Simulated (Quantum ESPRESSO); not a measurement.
# F on fcc sites of Co(0001), stepped through the coverage, part 7 of 10

Aim: how the results for F on fcc sites of Co(0001) change with the coverage.

Quantum ESPRESSO 7.5; plane-wave DFT, PBE, GBRV ultrasoft pseudopotentials.

So far. Step 7 (Relaxing the ions, 0.1667 ML): The relaxation lowers the energy by 51 meV an atom. On the free atoms the largest force ends at 0.031 eV/Å. Step 8 (SCF with pw.x, 0.1667 ML): Inside the slab this potential holds the local part of the pseudopotentials, which can be repulsive at the nuclei; only its value in the vacuum has a meaning of its own.

### Step 9. Relaxing the ions, 0.75 ML

System of this step: Co(0001), 3 layers, 4 sites a cell, 3 F on fcc sites. The cell holds 15 atoms: 12 Co and 3 F. Its edges and angles: a = 4.981 Å, b = 4.981 Å, c = 19.005 Å, α = 90.0°, β = 90.0°, γ = 60.0°. It derives from Co. Vacuum lies along c.

m6.relax.in

```
&control
  prefix = 'm6.relax'
  outdir = './out'
  pseudo_dir = './pseudo'
  nstep = 70
  forc_conv_thr = 0.0015
  calculation = 'relax'
/
&system
  ibrav = 0
  nat = 15
  ntyp = 2
  ecutwfc = 40
  ecutrho = 200
  occupations = 'smearing'
  smearing = 'mv'
  degauss = 0.02
  nspin = 2
  starting_magnetization(1) = 0.28
/
&electrons
  conv_thr = 1e-07
  mixing_beta = 0.3
  electron_maxstep = 120
  mixing_mode = 'local-TF'
/
&ions
/
ATOMIC_SPECIES
  Co  58.9332  co_pbe_v1.2.uspp.F.UPF
  F   18.9984  f_pbe_v1.4.uspp.F.UPF
CELL_PARAMETERS angstrom
  4.98149698400000 0.00000000000000 0.00000000000000
  2.49074849200000 4.31410293701956 0.00000000000000
  0.00000000000000 0.00000000000000 19.00516934814567
ATOMIC_POSITIONS crystal
  Co  0.833333333300 0.333333333300 0.364797138053 0 0 0
  Co  0.333333333300 0.833333333300 0.364797138053 0 0 0
  Co  0.333333333300 0.333333333300 0.364797138053 0 0 0
  Co  0.833333333300 0.833333333300 0.364797138053 0 0 0
  Co  0.166666666700 0.666666666700 0.470880666937 0 0 0
  Co  0.666666666700 0.166666666700 0.470880666937 0 0 0
  Co  0.666666666700 0.666666666700 0.470880666937 0 0 0
  Co  0.166666666700 0.166666666700 0.470880666937 0 0 0
  Co  0.833333333300 0.333333333300 0.576964195822
  Co  0.333333333300 0.833333333300 0.576964195822
  Co  0.333333333300 0.333333333300 0.576964195822
  Co  0.833333333300 0.833333333300 0.576964195822
  F   0.000000000000 0.500000000000 0.635202861947
  F   0.500000000000 0.000000000000 0.635202861947
  F   0.500000000000 0.500000000000 0.635202861947
K_POINTS automatic
  5 5 1 0 0 0
```

The run is started by

```console
OMP_NUM_THREADS=1 mpirun -n 8 pw.x -nk 2 -in m6.relax.in > m6.relax.out
```

Log:

```text
[banner, memory and clock lines left out]
Program PWSCF v.7.5 starts
[...]
Message from routine setup:
[...]
number of electrons       =       225.00
     number of Kohn-Sham states=          136
     kinetic-energy cutoff     =      40.0000  Ry
     charge density cutoff     =     200.0000  Ry
[...]
number of k points=     5  Marzari-Vanderbilt smearing, width (Ry)=  0.0200
[...]
Dense  grid:   131681 G-vectors     FFT dimensions: (  45,  45, 162)
[...]
negative rho (up, down):  2.942E-04 2.373E-04
     Starting wfcs are  168 randomized atomic wfcs
[...]
negative rho (up, down):  1.412E-01 1.390E-01
[...]
estimated scf accuracy    <     745.18786763 Ry
     total magnetization       =    12.68 Bohr mag/cell
     absolute magnetization    =    15.04 Bohr mag/cell
[...]
negative rho (up, down):  1.964E-01 2.005E-01
[...]
estimated scf accuracy    <     148.36080389 Ry
     total magnetization       =    20.42 Bohr mag/cell
     absolute magnetization    =    24.78 Bohr mag/cell
[...]
negative rho (up, down):  1.390E-01 1.393E-01
[...]
estimated scf accuracy    <      17.87063129 Ry
     total magnetization       =    22.41 Bohr mag/cell
     absolute magnetization    =    23.83 Bohr mag/cell
[...]
negative rho (up, down):  1.233E-01 1.204E-01
[...]
estimated scf accuracy    <      37.07561051 Ry
     total magnetization       =    19.34 Bohr mag/cell
     absolute magnetization    =    21.79 Bohr mag/cell
[...]
negative rho (up, down):  8.682E-02 8.535E-02
[...]
estimated scf accuracy    <       5.93373579 Ry
     total magnetization       =    20.90 Bohr mag/cell
     absolute magnetization    =    23.07 Bohr mag/cell
[...]
negative rho (up, down):  6.418E-02 6.393E-02
[...]
estimated scf accuracy    <       6.64315909 Ry
     total magnetization       =    21.36 Bohr mag/cell
     absolute magnetization    =    23.47 Bohr mag/cell
[...]
negative rho (up, down):  4.010E-02 4.057E-02
[...]
estimated scf accuracy    <       3.50279834 Ry
     total magnetization       =    21.62 Bohr mag/cell
     absolute magnetization    =    23.63 Bohr mag/cell
[...]
negative rho (up, down):  3.157E-02 3.195E-02
[...]
estimated scf accuracy    <       0.95512232 Ry
     total magnetization       =    21.82 Bohr mag/cell
     absolute magnetization    =    23.69 Bohr mag/cell
[...]
negative rho (up, down):  4.430E-03 4.460E-03
[...]
estimated scf accuracy    <       0.73456509 Ry
     total magnetization       =    21.82 Bohr mag/cell
     absolute magnetization    =    23.69 Bohr mag/cell
[...]
estimated scf accuracy    <       0.22754488 Ry
     total magnetization       =    22.04 Bohr mag/cell
     absolute magnetization    =    23.94 Bohr mag/cell
[...]
negative rho (up, down):  3.402E-06 1.801E-06
[...]
estimated scf accuracy    <       0.06825733 Ry
     total magnetization       =    22.30 Bohr mag/cell
     absolute magnetization    =    24.23 Bohr mag/cell
[...]
estimated scf accuracy    <       0.04866515 Ry
     total magnetization       =    22.30 Bohr mag/cell
     absolute magnetization    =    24.26 Bohr mag/cell
[...]
negative rho (up, down):  1.176E-03 6.172E-04
[...]
estimated scf accuracy    <       0.04756390 Ry
     total magnetization       =    22.24 Bohr mag/cell
     absolute magnetization    =    24.29 Bohr mag/cell
[...]
negative rho (up, down):  4.954E-03 3.492E-03
[...]
estimated scf accuracy    <       0.02823638 Ry
     total magnetization       =    22.25 Bohr mag/cell
     absolute magnetization    =    24.32 Bohr mag/cell
[...]
negative rho (up, down):  5.685E-03 4.198E-03
[...]
estimated scf accuracy    <       0.02618025 Ry
     total magnetization       =    22.23 Bohr mag/cell
     absolute magnetization    =    24.33 Bohr mag/cell
[...]
negative rho (up, down):  1.711E-02 1.582E-02
[...]
estimated scf accuracy    <       0.02018665 Ry
     total magnetization       =    22.23 Bohr mag/cell
     absolute magnetization    =    24.35 Bohr mag/cell
[...]
negative rho (up, down):  1.645E-02 1.591E-02
[...]
estimated scf accuracy    <       0.02053417 Ry
     total magnetization       =    22.21 Bohr mag/cell
     absolute magnetization    =    24.34 Bohr mag/cell
[...]
negative rho (up, down):  1.622E-02 1.556E-02
[...]
estimated scf accuracy    <       0.00606616 Ry
     total magnetization       =    22.25 Bohr mag/cell
     absolute magnetization    =    24.37 Bohr mag/cell
[...]
negative rho (up, down):  9.706E-03 8.989E-03
[...]
estimated scf accuracy    <       0.00242489 Ry
     total magnetization       =    22.27 Bohr mag/cell
     absolute magnetization    =    24.37 Bohr mag/cell
[...]
negative rho (up, down):  6.820E-03 6.365E-03
[...]
estimated scf accuracy    <       0.00099740 Ry
     total magnetization       =    22.27 Bohr mag/cell
     absolute magnetization    =    24.36 Bohr mag/cell
[...]
negative rho (up, down):  2.631E-03 2.443E-03
[...]
estimated scf accuracy    <       0.00041991 Ry
     total magnetization       =    22.26 Bohr mag/cell
     absolute magnetization    =    24.35 Bohr mag/cell
[...]
negative rho (up, down):  1.274E-03 1.114E-03
[...]
estimated scf accuracy    <       0.00019617 Ry
     total magnetization       =    22.25 Bohr mag/cell
     absolute magnetization    =    24.34 Bohr mag/cell
[...]
negative rho (up, down):  1.731E-04 1.267E-04
[...]
estimated scf accuracy    <       0.00005510 Ry
     total magnetization       =    22.26 Bohr mag/cell
     absolute magnetization    =    24.35 Bohr mag/cell
[...]
negative rho (up, down):  1.780E-04 1.432E-04
[...]
estimated scf accuracy    <       0.00002364 Ry
     total magnetization       =    22.26 Bohr mag/cell
     absolute magnetization    =    24.35 Bohr mag/cell
[...]
negative rho (up, down):  1.354E-04 1.159E-04
[...]
estimated scf accuracy    <       0.00000520 Ry
     total magnetization       =    22.26 Bohr mag/cell
     absolute magnetization    =    24.35 Bohr mag/cell
[...]
negative rho (up, down):  1.738E-04 1.456E-04
[...]
estimated scf accuracy    <       0.00000347 Ry
     total magnetization       =    22.26 Bohr mag/cell
     absolute magnetization    =    24.35 Bohr mag/cell
[...]
negative rho (up, down):  1.975E-04 1.711E-04
[...]
estimated scf accuracy    <       0.00000101 Ry
     total magnetization       =    22.26 Bohr mag/cell
[...]
negative rho (up, down):  2.160E-04 1.977E-04
[...]
estimated scf accuracy    <       0.00000027 Ry
     total magnetization       =    22.55 Bohr mag/cell
     absolute magnetization    =    24.56 Bohr mag/cell
[...]
negative rho (up, down):  1.779E-04 1.611E-04
[...]
estimated scf accuracy    <       0.00000016 Ry
     total magnetization       =    22.55 Bohr mag/cell
     absolute magnetization    =    24.56 Bohr mag/cell
[...]
negative rho (up, down):  1.609E-04 1.453E-04
[...]
estimated scf accuracy    <       0.00000009 Ry
     total magnetization       =    22.55 Bohr mag/cell
     absolute magnetization    =    24.56 Bohr mag/cell
[...]
negative rho (up, down):  1.439E-04 1.296E-04
[...]
the Fermi energy is     2.7501 ev
!    total energy              =   -3727.39364688 Ry
     estimated scf accuracy    <       0.00000003 Ry
     smearing contrib. (-TS)   =      -0.00004164 Ry
     internal energy E=F+TS    =   -3727.39360524 Ry
[...]
one-electron contribution =  -23873.40692209 Ry
     hartree contribution      =   11961.64260419 Ry
     xc contribution           =    -420.30118677 Ry
     ewald contribution        =    8604.67189943 Ry
     total magnetization       =    22.55 Bohr mag/cell
     absolute magnetization    =    24.56 Bohr mag/cell
     convergence has been achieved in  16 iterations
     negative rho (up, down):  1.439E-04 1.296E-04
[...]
Total force =     0.053719     Total SCF correction =     0.000534
[...]
negative rho (up, down):  1.801E-04 2.187E-04
[...]
negative rho (up, down):  2.316E-04 2.741E-04
[...]
estimated scf accuracy    <       0.05422547 Ry
     total magnetization       =    22.63 Bohr mag/cell
     absolute magnetization    =    24.61 Bohr mag/cell
[...]
negative rho (up, down):  2.914E-04 3.264E-04
[...]
estimated scf accuracy    <       0.00823477 Ry
     total magnetization       =    22.62 Bohr mag/cell
     absolute magnetization    =    24.62 Bohr mag/cell
[...]
negative rho (up, down):  6.366E-04 6.370E-04
[...]
estimated scf accuracy    <       0.00952445 Ry
     total magnetization       =    22.63 Bohr mag/cell
     absolute magnetization    =    24.62 Bohr mag/cell
[...]
negative rho (up, down):  1.208E-03 1.141E-03
[...]
estimated scf accuracy    <       0.00545103 Ry
     total magnetization       =    22.62 Bohr mag/cell
     absolute magnetization    =    24.62 Bohr mag/cell
[...]
negative rho (up, down):  1.274E-03 1.238E-03
[...]
estimated scf accuracy    <       0.00044856 Ry
     total magnetization       =    22.62 Bohr mag/cell
     absolute magnetization    =    24.63 Bohr mag/cell
[...]
negative rho (up, down):  1.317E-03 1.305E-03
[...]
estimated scf accuracy    <       0.00040348 Ry
     total magnetization       =    22.62 Bohr mag/cell
     absolute magnetization    =    24.63 Bohr mag/cell
[...]
negative rho (up, down):  1.355E-03 1.349E-03
[...]
estimated scf accuracy    <       0.00023800 Ry
     total magnetization       =    22.62 Bohr mag/cell
     absolute magnetization    =    24.63 Bohr mag/cell
[...]
negative rho (up, down):  1.265E-03 1.260E-03
[...]
estimated scf accuracy    <       0.00009519 Ry
     total magnetization       =    22.62 Bohr mag/cell
     absolute magnetization    =    24.63 Bohr mag/cell
[...]
negative rho (up, down):  1.051E-03 1.041E-03
[...]
estimated scf accuracy    <       0.00004150 Ry
     total magnetization       =    22.62 Bohr mag/cell
     absolute magnetization    =    24.62 Bohr mag/cell
[...]
negative rho (up, down):  6.002E-04 5.711E-04
[...]
estimated scf accuracy    <       0.00001021 Ry
     total magnetization       =    22.61 Bohr mag/cell
     absolute magnetization    =    24.62 Bohr mag/cell
[...]
negative rho (up, down):  4.955E-04 4.643E-04
[...]
estimated scf accuracy    <       0.00000300 Ry
     total magnetization       =    22.61 Bohr mag/cell
     absolute magnetization    =    24.62 Bohr mag/cell
[...]
negative rho (up, dow
[...]
negative rho (up, down):  2.479E-04 2.580E-04
[...]
estimated scf accuracy    <       0.00773736 Ry
     total magnetization       =    22.91 Bohr mag/cell
     absolute magnetization    =    24.96 Bohr mag/cell
[...]
negative rho (up, down):  5.526E-04 4.486E-04
[...]
estimated scf accuracy    <       0.00575583 Ry
     total magnetization       =    22.91 Bohr mag/cell
     absolute magnetization    =    24.97 Bohr mag/cell
[...]
negative rho (up, down):  5.793E-04 5.095E-04
[...]
estimated scf accuracy    <       0.00048509 Ry
     total magnetization       =    22.91 Bohr mag/cell
     absolute magnetization    =    24.97 Bohr mag/cell
[...]
negative rho (up, down):  6.192E-04 5.831E-04
[...]
estimated scf accuracy    <       0.00022453 Ry
     total magnetization       =    22.91 Bohr mag/cell
     absolute magnetization    =    24.97 Bohr mag/cell
[...]
negative rho (up, down):  6.151E-04 6.000E-04
[...]
estimated scf accuracy    <       0.00022213 Ry
     total magnetization       =    22.91 Bohr mag/cell
     absolute magnetization    =    24.97 Bohr mag/cell
[...]
negative rho (up, down):  5.706E-04 5.641E-04
[...]
estimated scf accuracy    <       0.00012144 Ry
     total magnetization       =    22.90 Bohr mag/cell
     absolute magnetization    =    24.97 Bohr mag/cell
[...]
negative rho (up, down):  5.248E-04 5.196E-04
[...]
estimated scf accuracy    <       0.00003550 Ry
     total magnetization       =    22.90 Bohr mag/cell
     absolute magnetization    =    24.97 Bohr mag/cell
[...]
negative rho (up, down):  4.214E-04 4.130E-04
[...]
estimated scf accuracy    <       0.00000598 Ry
     total magnetization       =    22.90 Bohr mag/cell
     absolute magnetization    =    24.97 Bohr mag/cell
[...]
negative rho (up, down):  3.923E-04 3.836E-04
[...]
estimated scf accuracy    <       0.00000390 Ry
     total magnetization       =    22.90 Bohr mag/cell
     absolute magnetization    =    24.97 Bohr mag/cell
[...]
negative rho (up, down):  2.982E-04 2.862E-04
[...]
estimated scf accuracy    <       0.00000299 Ry
     total magnetization       =    22.90 Bohr mag/cell
     absolute magnetization    =    24.97 Bohr mag/cell
[...]
negative rho (up, down):  2.334E-04 2.220E-04
[...]
estimated scf accuracy    <       0.00000079 Ry
     total magnetization       =    22.90 Bohr mag/cell
     absolute magnetization    =    24.97 Bohr mag/cell
[...]
negative rho (up, down):  2.129E-04 2.025E-04
[...]
estimated scf accuracy    <       0.00000056 Ry
     total magnetization       =    22.90 Bohr mag/cell
     absolute magnetization    =    24.97 Bohr mag/cell
[...]
negative rho (up, down):  1.835E-04 1.740E-04
[...]
estimated scf accuracy    <       0.00000041 Ry
     total magnetization       =    22.90 Bohr mag/cell
     absolute magnetization    =    24.97 Bohr mag/cell
[...]
negative rho (up, down):  1.538E-04 1.456E-04
[...]
estimated scf accuracy    <       0.00000018 Ry
     total magnetization       =    22.90 Bohr mag/cell
     absolute magnetization    =    24.97 Bohr mag/cell
[...]
negative rho (up, down):  1.503E-04 1.422E-04
[...]
estimated scf accuracy    <       0.00000004 Ry
     total magnetization       =    22.90 Bohr mag/cell
     absolute magnetization    =    24.97 Bohr mag/cell
[...]
negative rho (up, down):  1.431E-04 1.353E-04
[...]
estimated scf accuracy    <       0.00000003 Ry
     total magnetization       =    22.90 Bohr mag/cell
     absolute magnetization    =    24.97 Bohr mag/cell
[...]
negative rho (up, down):  1.419E-04 1.343E-04
[...]
estimated scf accuracy    <       0.00000001 Ry
     total magnetization       =    22.90 Bohr mag/cell
     absolute magnetization    =    24.97 Bohr mag/cell
[...]
negative rho (up, down):  1.381E-04 1.312E-04
[...]
```

It took 22 min on 8 MPI ranks of Arm Neoverse V1, shared host; peak memory 1.4 GiB; 3 h of CPU time.

The steps of the relaxation:

```
step  energy less that of the first step (eV)  largest force (eV/Å)
   1                                   0.0000                5.4755
   2                                  -1.9667                1.4160
   3                                  -2.0898                0.7067
   4                                  -2.1563                0.8113
   5                                  -2.2307                0.8937
   6                                  -2.2998                0.6480
   7                                  -2.3355                0.2614
   8                                  -2.3426                0.0841
   9                                  -2.3433                0.0750
  10                                  -2.3436                0.0700
  11                                  -2.3439                0.0367
```

The atoms that moved most (Å):

```
atom      dx      dy     dz  length
 F15   0.012   0.007  0.327   0.327
 F13  -0.012   0.007  0.327   0.327
 F14   0.000  -0.014  0.327   0.327
Co11   0.000   0.000  0.060   0.060
Co12   0.042   0.024  0.027   0.056
 Co9   0.000  -0.049  0.027   0.056
Co10  -0.042   0.024  0.027   0.056
```

The relaxation lowers the energy by 156 meV an atom. On the free atoms the largest force ends at 0.037 eV/Å.

This step gave:

```
free energy     : -50714.0282 eV
Fermi energy    : 2.657 eV
total moment    : 22.9 μB
absolute moment : 24.96 μB
```

(Part 7 of 10 ends here.)

[Logs are printed without paths, hosts, clocks, repeated set-up lines and the standing remarks that a program may print on its own settings, such as how far it seeks lower states.]

[Hosts, paths, dates, database ids (printed as entryN), source tags and the programs' standing remarks are cut or masked in the printed files.]

[Maps of the electrostatic potential energy from Ansatz leave out the sawtooth potential of an applied field or a dipole correction, so their vacuum need not be flat; planar profiles and work functions include it.]
